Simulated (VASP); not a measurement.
## BaF2: electrostatic potential with PBE+D3(BJ)

The system is BaF2.

```
Ba F
1.0
     0.00000    3.12130    3.12130
     3.12130    0.00000    3.12130
     3.12130    3.12130    0.00000
Ba F
1 2
Direct
  0.00000 0.00000 0.00000
  0.25000 0.25000 0.25000
  0.75000 0.75000 0.75000
```

The cell was built by a generator and needn't be a form met in nature.

```json
{
 "Program": "VASP 6.6.1",
 "Task": "electrostatic potential",
 "Functional": "PBE",
 "Dispersion": "D3(BJ)",
 "Potentials or basis": "VASP PAW PBE potentials, release 64 (Ba_sv, F)",
 "Cutoff": "520 eV",
 "k mesh": "8 × 8 × 8",
 "Occupations": "gaussian, width 0.02 eV",
 "Spin": "no spin polarisation",
 "Further INCAR settings": "ALGO = Fast; EDIFF = 1e-06"
}
```

- Pressure: 0.0 GPa
- Band gap on the k mesh: 6.67 eV, indirect (least direct gap 6.74 eV)
- Dispersion energy per atom: -0.131 eV

Levels at points of the mesh, in eV from the valence-band top:
| k point | band 9 | band 10 | band 11 | band 12 | band 13 | band 14 | band 15 | band 16 |
| --- | --- | --- | --- | --- | --- | --- | --- | --- |
| (0.00, 0.00, 0.00) | -1.43 | -0.07 | -0.07 | -0.07 | 6.67 | 9.10 | 9.10 | 11.22 |
| (0.50, 0.00, 0.00) | -0.64 | -0.35 | -0.17 | -0.17 | 8.98 | 9.09 | 9.09 | 9.71 |
| (0.50, 0.50, 0.00) | -0.34 | -0.33 | -0.33 | -0.11 | 7.21 | 8.89 | 10.54 | 11.78 |

It took 28 s on 1 thread of Intel(R) Xeon(R) 6975P-C (Granite Rapids) (shared host), peak memory 0.22 GiB.

Caveat: spin-orbit coupling is left out, which moves the levels of the heavy elements. A k mesh can miss the band edges.
